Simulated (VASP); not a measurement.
# GaN in VASP: a series of runs, part 2 of 3

VASP 6.6.1.

## 3. Single point, PBE

File INCAR:

```
PREC = Accurate
ENCUT = 450
EDIFF = 0.01
ISMEAR = 0
SIGMA = 0.05
LREAL = F
LASPH = T
NELM = 100
ALGO = Normal
ISIF = 2
LWAVE = F
LCHARG = F
GGA = PE
ADDGRID = F
```

File KPOINTS:

```
Automatic mesh
0
Gamma
  5 5 3
```

File POSCAR:

```
GaN
1.0
    3.1800000000      0.0000000000      0.0000000000
   -1.5900000000      2.7539607840      0.0000000000
    0.0000000000      0.0000000000      5.1660000000
Ga N
2 2
Direct
    0.6521390000      0.3316270000      0.5245870000
    0.3764220000      0.6884330000      0.0161300000
    0.6603830000      0.3218970000      0.8783140000
    0.3311160000      0.6688000000      0.3826530000
```

Potentials or basis: VASP PAW PBE potentials, release 64 (Ga, N).

Command:

```
> cat potpaw_PBE.64/Ga/POTCAR potpaw_PBE.64/N/POTCAR > POTCAR
> mpirun -np 1 vasp_std > vasp.out
```

OUTCAR:

```text
PREC = Accurate
   ENCUT = 450
   EDIFF = 0.01
   ISMEAR = 0
   LREAL = F
   LASPH = T
   NELM = 100
   ISIF = 2
   GGA = PE

 Found     38 irreducible k-points:

 Following reciprocal coordinates:
            Coordinates               Weight
  0.000000  0.000000  0.000000      1.000000
  0.200000  0.000000  0.000000      2.000000
  0.000000  0.200000  0.000000      2.000000
 -0.200000  0.200000  0.000000      2.000000
  0.400000  0.000000  0.000000      2.000000
  0.000000  0.400000  0.000000      2.000000
   k-points           NKPTS =     38   k-points in BZ     NKDIM =     38   number of bands    NBANDS=     12
   number of dos      NEDOS =    301   number of ions     NIONS =      4
   total plane-waves  NPLWV =  20736
   dimension x,y,z NGX =    24 NGY =   24 NGZ =   36
   dimension x,y,z NGXF=    48 NGYF=   48 NGZF=   72
   ions per type =               2   2
   NGX,Y,Z   is equivalent  to a cutoff of  12.55, 12.55, 11.59 a.u.
   NGXF,Y,Z  is equivalent  to a cutoff of  25.09, 25.09, 23.17 a.u.
 SYSTEM =  unknown system
   PREC   = accura    normal or accurate (medium, high low for compatibility)
   ISTART =      0    job   : 0-new  1-cont  2-samecut
   ICHARG =      2    charge: 1-file 2-atom 10-const
   ISPIN  =      1    spin polarized calculation?
   LNONCOLLINEAR =      F non collinear calculations
   LSORBIT =      F    spin-orbit coupling
   LASPH  =      T    aspherical Exc in radial PAW
   ENCUT  =  450.0 eV  33.07 Ry    5.75 a.u.   5.50  5.50  8.94*2*pi/ulx,y,z
   NELM   =    100;   NELMIN=  2; NELMDL= -5     # of ELM steps
   EDIFF  = 0.1E-01   stopping-criterion for ELM
   LREAL  =      F    real-space projection
   EDIFFG = 0.1E+00   stopping-criterion for IOM
   NSW    =      0    number of steps for IOM
   IBRION =     -1    ionic relax: 0-MD 1-quasi-New 2-CG
   NFREE  =      0    steps in history (QN), initial steepest desc. (CG)
   ISIF   =      2    stress and relaxation
   ISYM   =      2    0-nonsym 1-usesym 2-fastsym
   POTIM  = 0.5000    time-step for ionic-motion
   TEBEG  =    0.0;   TEEND  =   0.0 temperature during run
   PSTRESS=    0.0 pullay stress
   NELECT =      16.0000    total number of electrons
   NUPDOWN=      -1.0000    fix difference up-down
   EMIN   =  10.00;   EMAX   =-10.00  energy-range for DOS
   EFERMI =   0.00;   METHOD = LEGACY
   ISMEAR =     0;   SIGMA  =   0.05  broadening in eV -4-tet -1-fermi 0-gaus
   EFERMI_NEDOS =   21; number of points for ismear=-14 and -15
   IALGO  =     38    algorithm
   IMIX   =      4    mixing-type and parameters
     AMIX     =   0.40;   BMIX     =  1.00
     AMIX_MAG =   1.60;   BMIX_MAG =  1.00
  volume/ion in A,a.u.               =      11.31        76.33
  Fermi-wavevector in a.u.,A,eV,Ry     =   1.157715  2.187764 18.235949  1.340304
  Thomas-Fermi vector in A             =   2.294324
   LORBIT       =      0    0 simple, 1 ext, 2 COOP (PROOUT), +10 PAW based schemes
   GGA     = PE    functional components
   LHFCALC =     F    Hartree Fock is set to
   AEXX    =    0.0000 exact exchange contribution
   IVDW    =     0    specifies the selected vdW correction
   LEPSILON=     F    determine dielectric tensor
   LRPA    =     F    only Hartree local field effects (RPA)
 non-spin polarized calculation
 Gauss-broadening in eV      SIGMA  =   0.05
  energy-cutoff  :      450.00
  volume of cell :       45.24
 maximum number of plane-waves:      1002
 NGX is ok and might be reduce to    24

 number of electron      16.0000002 magnetization

 Free energy of the ion-electron system (eV)
  ---------------------------------------------------
  ext. energy  EPLUGINS =         0.00000000
  ---------------------------------------------------
  free energy    TOTEN  =       -23.92823987 eV

  energy without entropy =      -23.92823987  energy(sigma->0) =      -23.92823987

 E-fermi :   3.4874     XC(G=0): -10.9170

 val. band max:        3.2630417332   @ k =   0.0000   0.0000   0.0000
 cond. band min:       5.0986233537   @ k =   0.0000   0.0000   0.0000
 fundamental gap:      1.8355816205
 Fermi energy:         3.4874024499

 k-point     1 :       0.0000    0.0000    0.0000
  band No.  band energies     occupation
      1     -12.9452      2.00000
      2     -10.4497      2.00000
      3      -4.2431      2.00000
      4       1.7227      2.00000
      5       2.2771      2.00000
      6       2.8125      2.00000
      7       3.0991      2.00000
      8       3.2630      2.00000
      9       5.0986      0.00000
     10       7.6280      0.00000
     11      12.2849      0.00000
     12      12.8964      0.00000

 k-point     2 :       0.2000    0.0000    0.0000
  band No.  band energies     occupation
      1     -12.4208      2.00000
      2     -10.1345      2.00000
      3      -3.6981      2.00000
      4       0.0134      2.00000
      5       1.1021      2.00000
      6       1.1705      2.00000
      7       2.4193      2.00000
      8       2.8061      2.00000
      9       7.0065      0.00000
     10       9.1137      0.00000
     11      10.7044      0.00000
     12      11.7967      0.00000

 k-point     3 :       0.0000    0.2000    0.0000
  band No.  band energies     occupation
      1     -12.4061      2.00000
      2     -10.1277      2.00000
      3      -3.6974      2.00000
      4      -0.3154      2.00000
      5       0.8906      2.00000
      6       1.5027      2.00000
      7       2.3605      2.00000
      8       2.9479      2.00000
      9       6.9969      0.00000
     10       9.1167      0.00000
     11      11.0161      0.00000
     12      11.9445      0.00000

 k-point     4 :      -0.2000    0.2000    0.0000
  band No.  band energies     occupation
      1     -12.4096      2.00000
      2     -10.1241      2.00000
      3      -3.6997      2.00000
      4      -0.3035      2.00000
      5       0.8998      2.00000
      6       1.4861      2.00000
      7       2.3761      2.00000
      8       2.9554      2.00000
      9       7.0146      0.00000
     10       9.1000      0.00000
     11      10.8617      0.00000
     12      11.9370      0.00000

 k-point     5 :       0.4000    0.0000    0.0000
  band No.  band energies     occupation
      1     -11.1759      2.00000
      2      -9.7254      2.00000
      3      -2.9316      2.00000
      4      -1.9939      2.00000
      5      -1.1327      2.00000
      6       0.3797      2.00000
      7       1.1809      2.00000
      8       2.3252      2.00000
      9       8.0816      0.00000
     10       8.7683      0.00000
     11       9.2181      0.00000
     12      11.7523      0.00000

 k-point     6 :       0.0000    0.4000    0.0000
  band No.  band energies     occupation
      1     -11.0762      2.00000
      2      -9.7577      2.00000
      3      -3.1421      2.00000
      4      -2.0409      2.00000
      5      -1.3635      2.00000
      6       0.6028      2.00000
      7       0.9309      2.00000
      8       2.4525      2.00000
      9       8.2601      0.00000
     10       8.9264      0.00000
     11       9.4684      0.00000
     12      11.7169      0.00000

 [... further k-points ...]

------------------------ aborting loop because EDIFF is reached ----------------------------------------

  FORCE on cell =-STRESS in cart. coord.  units (eV):
  Direction    XX          YY          ZZ          XY          YZ          ZX
  --------------------------------------------------------------------------------------
  -------------------------------------------------------------------------------------
  Total        1.9313238      3.8759681      7.5359041     -1.0575749     -0.6665611     -0.2580104
  in kB       68.3953220    137.2623723    266.8742484    -37.4526393    -23.6053964     -9.1371032
  external PRESSURE =     157.5106476 kB  Pullay stress =       0.0000000 kB

 VOLUME and BASIS-vectors are now :
 -----------------------------------------------------------------------------
  energy-cutoff  :      450.00
  volume of cell :       45.24
      direct lattice vectors                 reciprocal lattice vectors
     3.180000000  0.000000000  0.000000000     0.314465409  0.181556688  0.000000000
    -1.590000000  2.753960784  0.000000000     0.000000000  0.363113377  0.000000000
     0.000000000  0.000000000  5.166000000     0.000000000  0.000000000  0.193573364

 POSITION                                       TOTAL-FORCE (eV/Angst)
 -----------------------------------------------------------------------------------
      1.54652      0.91329      2.71002         0.414079      0.121383     -2.658320
      0.10241      1.89592      0.08333        -0.994122     -1.145898     -0.307725
      1.58820      0.88649      4.53737         0.880340      1.124366      2.038618
     -0.01044      1.84185      1.97679        -0.300297     -0.099851      0.927426
 -----------------------------------------------------------------------------------
    total drift:                                0.005846      0.005774      0.005314

  FREE ENERGIE OF THE ION-ELECTRON SYSTEM (eV)
  ---------------------------------------------------
  free  energy   TOTEN  =       -23.9282398652 eV

  energy  without entropy=      -23.9282398652  energy(sigma->0) =      -23.92823987
```

OSZICAR:

```text
N       E                     dE             d eps       ncg     rms          rms(c)
DAV:   1     0.596113391221E+02    0.59611E+02   -0.71153E+03   920   0.107E+03
DAV:   2    -0.238469507553E+02   -0.83458E+02   -0.76402E+02  1264   0.215E+02
DAV:   3    -0.282209816969E+02   -0.43740E+01   -0.43447E+01  1216   0.547E+01
DAV:   4    -0.282669899035E+02   -0.46008E-01   -0.45965E-01  1040   0.601E+00
DAV:   5    -0.282676974123E+02   -0.70751E-03   -0.70724E-03   944   0.709E-01    0.135E+01
DAV:   6    -0.240258486727E+02    0.42418E+01   -0.14969E+01  1100   0.288E+01    0.548E+00
DAV:   7    -0.239898827230E+02    0.35966E-01   -0.80847E-01   952   0.689E+00    0.314E+00
DAV:   8    -0.239324843383E+02    0.57398E-01   -0.67633E-02  1156   0.251E+00    0.497E-01
DAV:   9    -0.239282398652E+02    0.42445E-02   -0.11358E-02   480   0.925E-01
   1 F= -.23928240E+02 E0= -.23928240E+02  d E =-.677289E-12
```

stdout:

```text
POSCAR found type information on POSCAR GaN
 POSCAR found :  2 types and       4 ions
 scaLAPACK will be used
 LDA part: xc-table for (Slater+PW92), standard interpolation
 POSCAR, INCAR and KPOINTS ok, starting setup
 FFT: planning ... GRIDC
 FFT: planning ... GRID_SOFT
 FFT: planning ... GRID
 WAVECAR not read
 entering main loop
```

Run time: 5.7 s. Hardware: 1 thread of Intel Xeon 6975P-C (Granite Rapids), shared host; peak memory 0.15 GiB.

The run converged, but some of its settings lie outside the range that counts as converged, so its numbers aren't taken as properties of the crystal.

What came out:

| Quantity | Value |
| --- | --- |
| Free energy | -23.9282 eV |
| Largest force | 2.693 eV/Å |
| Band gap on the k mesh | 1.84 eV, direct |

Caveat: the k mesh is coarse (spacing up to 0.46 Å⁻¹), so the values aren't converged; the cutoff is under 1.25 times the usual one of these potentials, so pressure, stress and relaxed cells hold a basis-set (Pulay) error.

(Part 2 of 3 ends here.)
